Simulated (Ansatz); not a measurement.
**Ta2Si: properties at the relaxed cell**

The task here is to estimate one member of a computed series from the others.

Method: DFT PBEsol, scalar-relativistic, plane waves, PAW, in Ansatz 0.2.0.

1 further run of the same task is left out (set aside as unsound or not needed).

### Starting point

The structure is tetragonal, space group I4/mcm (No. 140). Conventional cell: a = 6.137 Å, b = 6.137 Å, c = 5.040 Å, α = 90.00°, β = 90.00°, γ = 90.00°. Around Ta (site symmetry m2m) lie 4 Si at 2.62 Å and 3 Ta at 2.83 to 2.94 Å. Si (site symmetry 422) has 2 Si at 2.52 Å and 8 Ta at 2.62 Å as nearest neighbours.

As a file:

```
CELL_PARAMETERS angstrom
-3.06838 3.06838 2.51990
3.06838 -3.06838 2.51990
3.06838 3.06838 -2.51990
ATOMIC_POSITIONS crystal
Ta 0.66307 0.83693 0.50000
Ta 0.83693 0.33693 0.17387
Ta 0.33693 0.16307 0.50000
Ta 0.16307 0.66307 0.82613
Si 0.25000 0.25000 0.00000
Si 0.75000 0.75000 0.00000
```

It goes back to an entry of the Materials Project, which need not be the stable form.

This cell was relaxed beforehand with the same method: volume 15.82 Å³/atom, gap on the mesh none (metal).

The first run:

Input file input.yaml:

```yaml
crystal:
  lattice:
    - [-3.0373808956, 3.0373808956, 2.494444093]
    - [3.0373808956, -3.0373808956, 2.494444093]
    - [3.0373808956, 3.0373808956, -2.494444093]
  atoms:
    - { symbol: Ta, position: [0.6630661939, 0.8369338061, 0.5] }
    - { symbol: Ta, position: [0.8369338061, 0.3369338061, 0.1738676123] }
    - { symbol: Ta, position: [0.3369338061, 0.1630661939, 0.5] }
    - { symbol: Ta, position: [0.1630661939, 0.6630661939, 0.8261323877] }
    - { symbol: Si, position: [0.25, 0.25, 0.0] }
    - { symbol: Si, position: [0.75, 0.75, 0.0] }
basis:
  ecutwfc: 420
kpoints:
  mp_grid: { grid: [10, 10, 10] }
hamiltonian:
  xc: pbesol
scf:
  occupations: { method: gaussian, width: 0.1 }
output:
  forces: true
  stress: true
  eigenvalues: true
relax:
  adjacent_minimum: "off"
  f_tol: 0.01
  max_steps: 30
  cell: { stress_tol: 0.1, fix: [volume] }
```

The run is started by

```
ansatz run input.yaml --threads 1 --pin off --max-ram 2560MiB --backend cpu --events-out ev --progress --plain --runs-dir out
```

Steps of the session up to this table: The cell scaled to 0.97 of its volume; Volume × 1.03; The cell scaled to 0.94 of its volume; Point at V/V0 = 1.06; Point at V/V0 = 0.91; Point at V/V0 = 1.10; The cell scaled to 0.88 of its volume.

One of the session's tables, all rows but one given; the rest of the session is left out.

It belongs to the step «Energy against volume». 

```
volume (Å³/atom)  energy above the lowest point (meV/atom)  pressure (GPa)
          13.918                                     199.7           37.42
          14.393                                     106.4           25.88
          14.867                                      44.8           15.94
          15.342                                      10.6            7.36
          15.816                                       0.0           -0.01
          16.291                                       9.7           -6.35
          16.765                                         ?               ?
          17.398                                      95.7          -17.82
```

Estimate the missing values for volume (Å³/atom) = 16.765.

Worked estimate for «energy above the lowest point (meV/atom)». A straight line through the neighbours (16.291, 9.7) and (17.398, 95.7) gives 9.7 + (95.7 − 9.7) × (16.765 − 16.291) / (17.398 − 16.291) = 46.5; a parabola fitted to 3 rows on both sides gives 35.7.

As computed: energy above the lowest point (meV/atom): 36.8; pressure (GPa): -11.78. In «energy above the lowest point (meV/atom)» the line misses by +9.7 and the parabola by -1.1.
